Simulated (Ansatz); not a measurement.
# B (Pmmn) in Ansatz: notebook

Runs on B. Level: PBE. Tasks: density of states, electric field gradients.

All numbers are computed with Ansatz 0.2.0; they aren't measurements. Logs are shortened: lines on timing, memory, paths and dates and some standing lists are left out, and cuts for length are marked.

## 1. Starting point

Symmetry: Pmmn, No. 59, orthorhombic system. The conventional cell has a = 1.625 Å, b = 2.866 Å, c = 3.914 Å, α = 90.00°, β = 90.00°, γ = 90.00°. Around B (site symmetry mm2) lie 6 B at 1.62 to 1.86 Å.

The cell was built by a generator and needn't be a form met in nature.

## 2. Density of states, PBE

input.yaml reads:

```yaml
crystal:
  lattice:
    - [1.62456, 0.0, 0.0]
    - [0.0, 2.86615, 0.0]
    - [0.0, 0.0, 3.9144]
  atoms:
    - { symbol: B, position: [0.0, 0.5, 0.60926] }
    - { symbol: B, position: [0.5, 0.0, 0.39074] }
kpoints:
  mp_grid: { grid: [16, 9, 7] }
scf:
  occupations: { method: fermi_dirac, width: 0.05 }
hamiltonian:
  xc: pbe
  pseudopotentials: { kind: all_electron, datasets: crystal }
output:
  forces: true
  stress: true
  eigenvalues: true
  dos: { projected: false, de: 0.1, e_range: [-20, 10] }
```

Potentials or basis: all-electron PAW datasets made for the crystal.

Run with:

```sh
> ansatz run input.yaml --threads 1 --pin off --max-ram 3072MiB --backend cpu --events-out ev --progress --plain --runs-dir out
```

Log:

```text
Warning: RAYON_NUM_THREADS=1 ignored (pool sized by the plan → 1); use --threads N
hamiltonian.pseudopotentials.datasets: crystal makes datasets for this crystal and solves the spheres of its atoms anew in each pass: cutoff 380.0 eV, the density's 1520.0 eV; for an error of 0.50 meV an atom under PBE, 1.0 meV for the cell; an energy difference from a run of another recipe may be off by several times the error for the cell, under r2SCAN by more, where some 0.1 meV an atom stays at smaller errors; B in spheres of 0.810 Å, 3 of its electrons in bands
Engine: ansatz 0.2.0, x86_64-unknown-linux-gnu
Pseudopotentials: kind: all_electron
Pseudopotential: B, paw, valence charge 3, recommended cutoff 380 eV (normal), crystal/all_electron/pbe/scalar/gaussian/B, Koelling and Harmon's equation, gaussian nucleus
Functional definition: PBE
  parameter kappa = 0.804
  parameter beta = 0.06672455060314922
  exchange = pbe_x(kappa = kappa, mu = beta*pi^2/3)
  correlation = pbe_c(beta = beta)
Crystal: 2 atoms, lattice volume = 18.226 Å³
Basis set: ecut = 380 eV, 309 PW (Γ), exchange–correlation on 24×40×50 points (8 copies of the dense FFT grid, shifted against one another)
Bands: 7, of which v1, the nominal top of the filled ones, is band 3 counted from 1 (2 counted from 0)
Symmetry: 8 space group operations
Space group: Pmmn (ITA 59), of the structure as read, at distance tolerance 2.6e-5 Å
k-points: 180 of 1008
Non-local potential: B, projectors of the file, l = 0: 1, l = 1: 1
PAW form: soft (Blöchl's): semilocal exchange-correlation on the pseudo side does not see the compensation charge
PAW one-centre angular grid: B, 110 points (default); XC on its mesh's 1907 points in the sphere
Initial density: superposition of atomic densities (neutral atoms: chi_scale 0, normalization atom)
Initial wavefunctions: pseudopotential atomic-orbital guess
Functional: x = pbe(κ = 0.804, μ = 0.2195149727645171), c = pbe(β = 0.06672455060314922)
iter 1 solved again at ethr=2.69e-2 eV; its pass at ethr=1.00e-1 eV (dr2=1.62e0 eV) is discarded
SCF iter   1: F=—  HF=-1351.880446 eV  |F-HF|=—  |Δ(HF+E_count)|=         —  Δρ=8.59e-2  dr2=1.68e0  ethr=2.69e-2  ⟨swp⟩=2.0  Hψ=8028  notcnv=0
preconditioner: auto → none  [metal: Δε(μ)=0.069 eV  Ē_g=15.032 eV  σ=0.050 eV  W_gap=0.33  n_scr=4 (ndim 8)  ℏωp=21.3 eV  f_vac=0.000  D(μ)=0.44/eV (n_scr^D=2)  sad-step TF]
SCF iter   2: F=—  HF=-1351.682546 eV  |F-HF|=—  |Δ(HF+E_count)|=   1.98e-1  Δρ=5.19e-2  dr2=7.35e-1  ethr=2.69e-2  ⟨swp⟩=2.0  Hψ=2525  notcnv=0  defer=3
iter 3 solved again at ethr=3.34e-4 eV; its pass at ethr=1.22e-2 eV (dr2=2.00e-2 eV) is discarded
SCF iter   3: F=—  HF=-1351.432984 eV  |F-HF|=—  |Δ(HF+E_count)|=   2.50e-1  Δρ=8.40e-3  dr2=2.06e-2  ethr=3.34e-4  ⟨swp⟩=2.8  Hψ=7256  notcnv=0  defer=21
SCF iter   4: F=—  HF=-1351.427018 eV  |F-HF|=—  |Δ(HF+E_count)|=   5.97e-3  Δρ=1.71e-3  dr2=5.05e-4  ethr=3.34e-4  ⟨swp⟩=3.1  Hψ=3018  notcnv=0  defer=5
SCF iter   5: F=—  HF=-1351.428305 eV  |F-HF|=—  |Δ(HF+E_count)|=   1.29e-3  Δρ=3.97e-4  dr2=1.38e-5  ethr=8.42e-6  ⟨swp⟩=2.8  Hψ=3456  notcnv=0  defer=2
SCF iter   6: F=—  HF=-1351.428297 eV  |F-HF|=—  |Δ(HF+E_count)|=   7.96e-6  Δρ=1.20e-4  dr2=1.15e-6  ethr=2.29e-7  ⟨swp⟩=2.7  Hψ=2035  notcnv=0
SCF iter   7: F=-1351.428299 eV  HF=-1351.428299 eV  |F-HF|=2.24e-8  |Δ(HF+E_count)|=   2.21e-6  Δρ=1.06e-5  dr2=8.93e-9  ethr=1.91e-8  ⟨swp⟩=2.8  Hψ=2068  notcnv=0
SCF 1 converged in 7 iterations: F = -1351.428288 eV  dr2 = 8.93e-9
  Residual-converged pass: ⟨swp⟩=4.2  Hψ=2750  notcnv=0  max |occ|·‖R‖ = 5.2e-6 eV (tolerance 5.3e-6 eV)  dr2=8.90e-9  dr2_onsite=1.96e-9  max |Δocc| = 2.3e-9
SCF converged after 7 iterations
Free energy (F): -1351.428288 eV
Harris-Foulkes:  -1351.428288 eV  (|F-HF|=2.24e-8)
Internal energy: -1351.425162 eV  (E = F + TS)
E sigma→0 (E₀):  -1351.426725 eV
Entropy (-TS):   -0.003127 eV (-1.563 meV/atom)
Past the cutoff: the bands carry plane waves up to 1.75 times it, of which those up to 1.5 times it add -0.000378 eV an atom, each by itself; the spheres take 0.000235 eV an atom off the energy for waves past 1.75 times it
By the cutoff:   a pressure is off by up to 0.009 GPa (1.2 times the spheres' own share and the shells' term, over an atom's volume, and 0.004 GPa: a bound that held against runs at twice the plane waves)
Past the cutoffs: a stress includes 0.0009 GPa for waves and charges beyond them, in addition to the slope of what the spheres take
In the spheres:  the bands' charges fall short by 1.3e-7 e at most (sound up to 1e-3)
Fermi energy:    7.137691 eV
--- Per-component energies (eV) ---
  E_band       = -0.746370
  E_kinetic    = 93.129426
  E_local      = -93.081296  (includes V_loc(G=0)·N_el)
  E_nonlocal   = 10.065939
  E_hartree    = 35.520742
  E_xc         = -58.194790
  E_vxc        = -74.912774  (∫ρ·V_xc dr)
  E_paw        = -1267.566884  (= ΣΔE_a)
  E_vpaw       = -68.934045  (= ΣTr[D̂ρ^β])
  E_ewald      = -133.243371
  E_smearing   = -0.003127  (= −TS)
  E_closure    = 61.945072  (closes the sum)
  Σ components = -1351.428288   (vs F -1351.428288, Δ=0.00e0)
  The terms above E_closure are by the made datasets' own strengths, without shells solved beside the bands.
--- Forces (eV/Å), atoms counted from 1 ---
  atom   1  B      0.00000000     0.00000000     0.00406945
  atom   2  B      0.00000000     0.00000000    -0.00406945
  max |Σ_I F_I| component: 0.00e0 eV/Å
--- Stress (GPa, compression-positive) ---
       -1.137880       0.000000       0.000000
        0.000000       1.689745       0.000000
        0.000000       0.000000      -0.297229
  P = ⅓ Tr σ = 0.0849 GPa (0.849 kbar)
--- Band table (eV; the first three rows and the last of 180) ---
  k-point 0: bands = ["-8.9731", "1.2736", "1.8280", "4.7461", "10.0959"]
  k-point 1: bands = ["-8.9295", "0.6476", "1.8457", "5.6128", "10.1331"]
  k-point 2: bands = ["-8.8269", "-0.3066", "1.8860", "7.1826", "10.2158"]
  k-point 179: bands = ["1.0026", "1.0026", "10.7886", "10.7886", "14.6549"]
```

Wall time 17 s (1 thread of Intel Xeon at 2.50GHz (Skylake/Cascade Lake), shared host); peak memory 0.35 GiB.

Results:

```
Free energy            : -1351.4283 eV
Pressure               : 0.1 GPa
Largest force          : 0.004 eV/Å
Band gap on the k mesh : none (metal or under the smearing width)
```

Forces on the atoms (eV/Å):
```
B    0.000  0.000  0.004
B    0.000  0.000 -0.004
```

Levels at points of the mesh, in eV from the Fermi level:
| k point | band 1 | band 2 | band 3 | band 4 | band 5 |
| --- | --- | --- | --- | --- | --- |
| (0.00, 0.00, 0.00) | -16.11 | -5.86 | -5.31 | -2.39 | 2.96 |
| (-0.50, 0.00, 0.00) | -7.00 | -7.00 | 6.53 | 6.53 | 7.43 |

States per cell in windows of 0.5 eV (zero at the Fermi level; states under -8 eV left out):
| from (eV) | total |
| --- | --- |
| -8.0 | 0.22 |
| -7.5 | 0.23 |
| -7.0 | 0.27 |
| -6.5 | 0.38 |
| -6.0 | 0.35 |
| -5.5 | 0.34 |
| -5.0 | 0.31 |
| -4.5 | 0.27 |
| -4.0 | 0.19 |
| -3.5 | 0.13 |
| -3.0 | 0.14 |
| -2.5 | 0.16 |
| -2.0 | 0.19 |
| -1.5 | 0.19 |
| -1.0 | 0.18 |
| -0.5 | 0.18 |
| 0.0 | 0.18 |
| 0.5 | 0.17 |
| 1.0 | 0.17 |
| 1.5 | 0.16 |
| 2.0 | 0.16 |
| 2.5 | 0.19 |
| 3.0 | 0.24 |
| 3.5 | 0.30 |
| 4.0 | 0.28 |
| 4.5 | 0.30 |
| 5.0 | 0.33 |
| 5.5 | 0.28 |
| 6.0 | 0.32 |
| 6.5 | 0.38 |
| 7.0 | 0.58 |
| 7.5 | 0.49 |

Caveat: the program warned that the printed levels may be off, so bands, gaps and densities of states are rough; this functional lacks dispersion, which binds the layers, so the pressure and a relaxed spacing across them are unreliable; the density of states is complete only up to the lowest level of the last band computed.

## 3. Electric field gradients, PBE

input.yaml, as its differences from that of step 2:

```diff
@@ -19,2 +19,2 @@
   eigenvalues: true
-  dos: { projected: false, de: 0.1, e_range: [-20, 10] }
+  efg: {}
```

Potentials or basis: all-electron PAW datasets made for the crystal.

Run with:

```sh
> ansatz run input.yaml --threads 1 --pin off --max-ram 3072MiB --backend cpu --events-out ev --progress --plain --runs-dir out
```

Log:

```text
Warning: RAYON_NUM_THREADS=1 ignored (pool sized by the plan → 1); use --threads N
hamiltonian.pseudopotentials.datasets: crystal makes datasets for this crystal and solves the spheres of its atoms anew in each pass: cutoff 380.0 eV, the density's 1520.0 eV; for an error of 0.50 meV an atom under PBE, 1.0 meV for the cell; an energy difference from a run of another recipe may be off by several times the error for the cell, under r2SCAN by more, where some 0.1 meV an atom stays at smaller errors; B in spheres of 0.810 Å, 3 of its electrons in bands
[... 8 set-up lines as earlier in the session ...]
Crystal: 2 atoms, lattice volume = 18.226 Å³
Basis set: ecut = 380 eV, 309 PW (Γ), exchange–correlation on 24×40×50 points (8 copies of the dense FFT grid, shifted against one another)
Bands: 7, of which v1, the nominal top of the filled ones, is band 3 counted from 1 (2 counted from 0)
[... 2 set-up lines as earlier in the session ...]
k-points: 180 of 1008
[... 1 set-up line as earlier in the session ...]
[... 44 lines left out ...]
--- Forces (eV/Å), atoms counted from 1 ---
  atom   1  B      0.00000000     0.00000000     0.00406945
  atom   2  B      0.00000000     0.00000000    -0.00406945
  max |Σ_I F_I| component: 0.00e0 eV/Å
--- Stress (GPa, compression-positive) ---
       -1.137880       0.000000       0.000000
        0.000000       1.689745       0.000000
        0.000000       0.000000      -0.297229
  P = ⅓ Tr σ = 0.0849 GPa (0.849 kbar)
--- PAW observables at the nuclei: V_zz in 10²¹ V/m², potentials from the cell's mean, atoms counted from 1 ---
  atom   1  B  V_zz =    -1.357916   η = 0.2135   by run symmetry: allowed
            electrostatic potential = -322.117765 V   contact ρ = 486.440234 e/Å³
  atom   2  B  V_zz =    -1.357916   η = 0.2135   by run symmetry: allowed
            electrostatic potential = -322.117765 V   contact ρ = 486.440234 e/Å³
--- Band table (eV; the first three rows and the last of 180) ---
  k-point 0: bands = ["-8.9731", "1.2736", "1.8280", "4.7461", "10.0959"]
  k-point 1: bands = ["-8.9295", "0.6476", "1.8457", "5.6128", "10.1331"]
  k-point 2: bands = ["-8.8269", "-0.3066", "1.8860", "7.1826", "10.2158"]
  k-point 179: bands = ["1.0026", "1.0026", "10.7886", "10.7886", "14.6549"]
```

It took 16 s on 1 thread of Intel Xeon at 2.50GHz (Skylake/Cascade Lake), shared host; peak memory 0.36 GiB.

Results:

| Quantity | Value |
| --- | --- |
| Free energy | -1351.4283 eV |
| Pressure | 0.1 GPa |
| Largest force | 0.004 eV/Å |
| Band gap on the k mesh | none (metal or under the smearing width) |

Forces on the atoms (eV/Å):
```
B    0.000  0.000  0.004
B    0.000  0.000 -0.004
```

Levels at points of the mesh, in eV from the Fermi level:
```
            k point  band 1  band 2  band 3  band 4  band 5
 (0.00, 0.00, 0.00)  -16.11   -5.86   -5.31   -2.39    2.96
(-0.50, 0.00, 0.00)   -7.00   -7.00    6.53    6.53    7.43
```

Caveat: this functional lacks dispersion, which binds the layers, so the pressure and a relaxed spacing across them are unreliable.
